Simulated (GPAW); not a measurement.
# TiTe2 (P-3m1) in GPAW: single point with PBE

Aim: the single point of TiTe2 with PBE.

All numbers are computed with GPAW 26.7.0; they aren't measurements. Logs are shortened: lines on timing, memory, paths and dates and some standing lists are left out, and cuts for length are marked. The log counts tension as positive stress, the text compression.

**1. The structure**

The structure is trigonal, space group P-3m1 (No. 164). The conventional cell has a = 3.777 Å, b = 3.777 Å, c = 6.498 Å, α = 90.00°, β = 90.00°, γ = 120.00°. Te (site symmetry 3m) has 3 Ti at 2.77 Å as nearest neighbours. Ti (site symmetry -3m) has 6 Te at 2.77 Å as nearest neighbours.

**2. Single point, PBE**

run.py reads:

```python
from ase.dft.bandgap import bandgap
from ase.io import read, write
from ase.units import GPa
from gpaw import GPAW, PW

atoms = read('TiTe2.xyz')

calc = GPAW(mode=PW(500),
            xc='PBE',
            kpts={'size': (7, 7, 4), 'gamma': True},
            occupations={'name': 'fermi-dirac', 'width': 0.05},
            nbands=24,
            maxiter=120,
            txt='gpaw.txt')
atoms.calc = calc
energy = atoms.get_potential_energy()
forces = atoms.get_forces()
stress = atoms.get_stress()
calc.write('gs.gpw')
write('result.traj', atoms)
print(f'Energy: {energy:.6f} eV')
print('Forces (eV/A):')
print(forces.round(4))
print('Stress (GPa):', (stress / GPa).round(3))
print('Fermi level:', round(calc.get_fermi_level(), 4), 'eV')
print(f'Gap: {bandgap(calc)[0]:.4f} eV, direct: {bandgap(calc, direct=True)[0]:.4f} eV')
```

TiTe2.xyz reads:

```xyz
3
Lattice="3.7770000000 0.0000000000 0.0000000000 -1.8885000000 3.2709779501 0.0000000000 0.0000000000 0.0000000000 6.4980000000" Properties=species:S:1:pos:R:3 pbc="T T T"
Te    -0.0000000002      2.1806519668      4.7903256000
Te     1.8885000002      1.0903259833      1.7076744000
Ti     0.0000000000      0.0000000000      0.0000000000
```

Potentials or basis: GPAW PAW data sets (gpaw-data 1.2.1), pw.

Launch:

```console
$ OMP_NUM_THREADS=1 python run.py
```

gpaw.txt:

```text
__  _  _
 | _ |_)|_||  |
 |__||  | ||/\| - 26.7.0

Input parameters:
  mode=PW(ecut=500.0),
  kpts=MonkhorstPack(size=(7, 7, 4), gamma=True),
  maxiter=120,
  nbands=24,
  occupations=Occupations(name='fermi-dirac', width=0.05),
  xc=XC(name='PBE')

Diagonalizing LCAO Hamiltonian
Converting LCAO to pw mode

        Te

            Te

       Ti

Atoms  # Å, Bohr magnetons
|   | symbol |         x |        y |        z |    initial magnetic moments |
|---|--------|-----------|----------|----------|-----------------------------|
| 0 |     Te | -0.000000 | 2.180652 | 4.790326 | ( 0.0000,  0.0000,  0.0000) |
| 1 |     Te |  1.888500 | 1.090326 | 1.707674 | ( 0.0000,  0.0000,  0.0000) |
| 2 |     Ti |  0.000000 | 0.000000 | 0.000000 | ( 0.0000,  0.0000,  0.0000) |

Unit cell  # Å
| periodic |         x |        y |        z |  lengths |     angles |
|----------|-----------|----------|----------|----------|------------|
|      yes |  3.777000 | 0.000000 | 0.000000 | 3.777000 |  90.000000 |
|      yes | -1.888500 | 3.270978 | 0.000000 | 3.777000 |  90.000000 |
|      yes |  0.000000 | 0.000000 | 6.498000 | 6.498000 | 120.000000 |

Number of symmetries: 12
Symmetry operations  # r_c * U_cc + t_c -> r_c
|    | kind |            matrix            |
|----|------|------------------------------|
|  0 |  σ   |  1, 1, 0,  0,-1, 0,  0, 0, 1 |
|  1 |  S6  |  1, 1, 0, -1, 0, 0,  0, 0,-1 |
|  2 |  E   |  1, 0, 0,  0, 1, 0,  0, 0, 1 |
|  3 |  C2  |  1, 0, 0, -1,-1, 0,  0, 0,-1 |
|  4 |  C2  |  0, 1, 0,  1, 0, 0,  0, 0,-1 |
|  5 |  C3  |  0, 1, 0, -1,-1, 0,  0, 0, 1 |
|  6 |  S6  |  0,-1, 0,  1, 1, 0,  0, 0,-1 |
|  7 |  σ   |  0,-1, 0, -1, 0, 0,  0, 0, 1 |
|  8 |  σ   | -1, 0, 0,  1, 1, 0,  0, 0, 1 |
|  9 |  i   | -1, 0, 0,  0,-1, 0,  0, 0,-1 |
| 10 |  C3  | -1,-1, 0,  1, 0, 0,  0, 0, 1 |
| 11 |  C2  | -1,-1, 0,  0, 1, 0,  0, 0,-1 |

BZ-sampling:
  Number of BZ points: 196
  Number of IBZ points: 28

  Monkhorst-Pack size: [7, 7, 4]
  Monkhorst-Pack shift: [0.0, 0.0, 0.125]

K-points  # in reciprocal-cell coordinates
|     |                                coordinates |     weight |
|-----|--------------------------------------------|------------|
|   0 | (  0.00000000,   0.00000000,   0.00000000) | 0.00510204 |
|   1 | (  0.00000000,   0.00000000,   0.25000000) | 0.01020408 |
|   2 | (  0.00000000,   0.00000000,   0.50000000) | 0.00510204 |
|   3 | (  0.14285714,   0.00000000,  -0.25000000) | 0.03061224 |
|   4 | (  0.14285714,   0.00000000,   0.00000000) | 0.03061224 |
|   5 | (  0.14285714,   0.00000000,   0.25000000) | 0.03061224 |
|   6 | (  0.14285714,   0.00000000,   0.50000000) | 0.03061224 |
|   7 | (  0.28571429,  -0.14285714,   0.00000000) | 0.03061224 |
|   8 | (  0.28571429,  -0.14285714,   0.25000000) | 0.06122449 |
|   9 | (  0.28571429,  -0.14285714,   0.50000000) | 0.03061224 |
| ... |                                            |            |
|  27 | (  0.42857143,   0.42857143,   0.50000000) | 0.03061224 |

Plane wave coefficients: 2054
Cutoff: 500.0 eV

Spin-components: 1 (collinear spins)
Bands:           24
Projectors:      16
Spin-degeneracy: 2
Datatype:        complex128

Parallelization:
  kpt:    1
  domain: 1
  band:   1

Density:
  Valence electrons: 24.0
  Components: 1
  Grid points: [20 20 35]
  Charge: 0.0  # |e|

Potential:
  Grid points: [20 20 35]

species:
  Te:
    name:    Tellurium
    Z:       52.0
    valence: 6
    core:    46
    charge:  0.0  # [|e|]
    compensation charges:
      type: gauss
      rc: 0.36  # [Å]
      lmax: 2
    cutoffs:
      filter: 2.09  # [Å]
      core: 3.17  # [Å]
    projectors
    | kind |    occ | energy [eV] | rcut [Å] |
    |------|--------|-------------|----------|
    |   5s |  2.000 |     -15.089 |    1.180 |
    |   5p |  4.000 |      -5.955 |    1.196 |
    |    s |        |      12.123 |    1.180 |
    |    p |        |      21.256 |    1.196 |
    |    d |        |       0.000 |    1.238 |

    Using partial waves for Te as LCAO basis

  Ti:
    name:    Titanium
    Z:       22.0
    valence: 12
    core:    10
    charge:  0.0  # [|e|]
    compensation charges:
      type: gauss
      rc: 0.38  # [Å]
      lmax: 2
    cutoffs:
      filter: 2.23  # [Å]
      core: 1.02  # [Å]
    projectors
    | kind |    occ | energy [eV] | rcut [Å] |
    |------|--------|-------------|----------|
    |   3s |  2.000 |     -62.623 |    1.270 |
    |   4s |  2.000 |      -4.466 |    1.270 |
    |   3p |  6.000 |     -38.862 |    1.058 |
    |   4p |  0.000 |      -1.466 |    1.058 |
    |   3d |  2.000 |      -4.258 |    1.058 |
    |    d |        |      22.953 |    1.058 |

    Using partial waves for Ti as LCAO basis

Reference energy: -392805.381149  # eV

eigensolver:
  PPCG
  Converge bands: occupied
  niter=2

density mixing:
  MSR1-Mixer
  Pratt-step length: 0.05
  Maximum mixing coefficient: 0.75
  Old densities: 10
  SVD Regularization: 0.005
  Good broyden scale: 1.0
  Trust region scale: 1.0
  Backstep threshold: 4.0
  History deletion threshold: 6.0
  Fourier metric: weight=20.0, sigma=0.015

occupation numbers:
  Fermi-Dirac:
    width: 0.0500  # eV

poisson solver:
  ecut: 4000.0  # eV

xc functional:
  name: PBE with 2 nearest neighbor stencil

convergence criteria:
- Maximum [total energy] change in last 3 cyles: 0.0005 eV / valence electron
- Maximum integral of absolute [dens]ity change: 0.0001 electrons / valence electron
- Maximum integral of absolute [eigenst]ate change: 4e-08 eV^2 / valence electron
maximum number of iterations: 120

SCF iterations
|iter     | |      energy | eigst |  dens |
|---------|-|-------------|-------|-------|
|iter:   1| |  -15.336121 | -0.04 |       |
|iter:   2| |  -15.294977 | -2.35 | -1.23 |
|iter:   3| |  -15.487555 | -1.56 | -1.27 |
|iter:   4| |  -15.337369 | -2.04 | -1.19 |
|iter:   5| |  -15.158509 | -2.61 | -1.32 |
|iter:   6| |  -15.161628 | -3.22 | -1.94 |
|iter:   7| |  -15.160161c| -4.07 | -2.45 |
|iter:   8| |  -15.160145c| -4.99 | -3.08 |
|iter:   9| |  -15.160144c| -6.83 | -3.83 |
|iter:  10| |  -15.160144c| -8.09c| -4.48c|

Converged in 10 steps
Energy contributions relative to reference atoms: (reference = -392805.381149)

Energy contributions:
  Kinetic:          25.228077
  Coulomb:         -25.428033
  Zero:              0.272236
  External:          0.000000
  Xc:              -15.227085
  Entropy:          -0.010680
  Spinorbit:         0.000000
  ----------------------------
  Free energy:     -15.165484
  Extrapolated:    -15.160144

dipole moment: (-6.004099, -10.399404, -20.659060)  # |e|*Ang

Fermi level: 6.633
Eigenvalues  # (at kpt = [0.000, 0.000, 0.000])
| band index |      eig [eV] | occ [0-2] |
|------------|---------------|-----------|
|          0 |       -50.814 |     2.000 |
|          1 |       -27.075 |     2.000 |
|          2 |       -27.075 |     2.000 |
|          3 |       -27.042 |     2.000 |
|          4 |        -5.732 |     2.000 |
|          5 |        -4.229 |     2.000 |
[... 9 lines left out ...]
|         15 |         9.718 |     0.000 |
|         16 |         9.718 |     0.000 |
|        ... |               |           |
|         23 |        17.491 |     0.000 |

No gap
No difference between direct/indirect transitions

Forces  # eV/Ang
|        x |       y |        z |
|----------|---------|----------|
|  0.00000 | 0.00000 |  0.01310 |  # Te   0
|  0.00000 | 0.00000 | -0.01310 |  # Te   1
| -0.00000 | 0.00000 |  0.00000 |  # Ti   2

Stress tensor  # eV/Ang^3
|         x |         y |         z |
|-----------|-----------|-----------|
| -0.003143 | -0.000000 |  0.000000 |
|  0.000000 | -0.003143 | -0.000000 |
|  0.000000 | -0.000000 | -0.005050 |

# Writing to gs.gpw (mode='')
```

stdout:

```text
Energy: -15.160144 eV
Forces (eV/A):
[[ 0.      0.      0.0131]
 [ 0.      0.     -0.0131]
 [-0.      0.      0.    ]]
Stress (GPa): [-0.504 -0.504 -0.809 -0.     0.    -0.   ]
Fermi level: 6.6333 eV
Gap: 0.0000 eV, direct: 0.0000 eV
```

Wall time 25 s (1 thread of AMD EPYC 7R43 (Zen 3), shared host); peak memory 0.18 GiB.

Results:

```yaml
Free_energy: -15.1655 eV
Pressure: 0.6 GPa
Largest_force: 0.013 eV/Å
Band_gap_on_the_k_mesh: none (metal or under the smearing width)
```

Forces in eV/Å, atoms in the order of the input:
```
Te   0.000  0.000  0.013
Te   0.000  0.000 -0.013
Ti   0.000  0.000  0.000
```

Caveat: the cutoff is short for stress and forces, so pressures can be off by a GPa or more; this functional lacks dispersion, which binds the layers, so the pressure and a relaxed spacing across them are unreliable.
